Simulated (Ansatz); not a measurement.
**KCl (Sylvite) under changes of volume**

One of the cells (31.151 Å³/atom); the others are scaled copies at fixed shape and fractional positions:

```xyz
2
Lattice="0.0000 3.1465 3.1465 3.1465 0.0000 3.1465 3.1465 3.1465 0.0000" Properties=species:S:1:pos:R:3 pbc="T T T"
K     0.0000    0.0000    0.0000
Cl    3.1465    3.1465    3.1465
```

| Quantity | Value |
| --- | --- |
| Program | Ansatz 0.2.0 |
| Functional | PBEsol |
| Potentials or basis | Ansatz PAW |
| Cutoff | 420 eV (not typed: the program's choice for these potentials) |
| k mesh | 7 × 7 × 7 |
| Occupations | fermi-dirac, width 0.05 eV |
| Spin | no spin polarisation |

```csv
volume (Å³/atom),energy over the lowest point (meV/atom),pressure (GPa),gap on the mesh (eV)
29.282,?,?,?
29.905,0.51,0.3,5.16
30.528,0.00,-0.1,5.09
31.151,0.93,-0.4,5.03
31.774,3.13,-0.7,4.96
32.397,6.46,-1.0,4.91
33.020,10.79,-1.2,4.85
```

Question: What does the run at 29.282 Å³/atom give?

Answer: Energy over the lowest point 2.65 meV/atom; pressure 0.8 GPa; gap on the mesh 5.23 eV.

Worked out: A Birch-Murnaghan fit of order 3 (a polynomial in V^(-2/3)) to the other rows has its minimum at 30.42 Å³/atom with B0 = V·E''(V) = 18.4 GPa and B' = 4.9. It gives 2.64 meV/atom at 29.282 Å³/atom, against the run's 2.65, and -dE/dV = 0.8 GPa, against 0.8. A straight line through the other rows of the gap, of slope -3.12 eV per unit of ln V (its deformation potential), extrapolates to 5.22 eV, against the run's 5.23.

Energies are extrapolated to zero smearing.

Caveats: odd divisions of the mesh miss points on the zone boundary, where band edges often lie, so the gap on the mesh can be too wide; the PAW data sets come from PBE, with cores solved anew for the run's functional, which leaves a small shift of forces and pressure.

A mesh can miss the band edges.
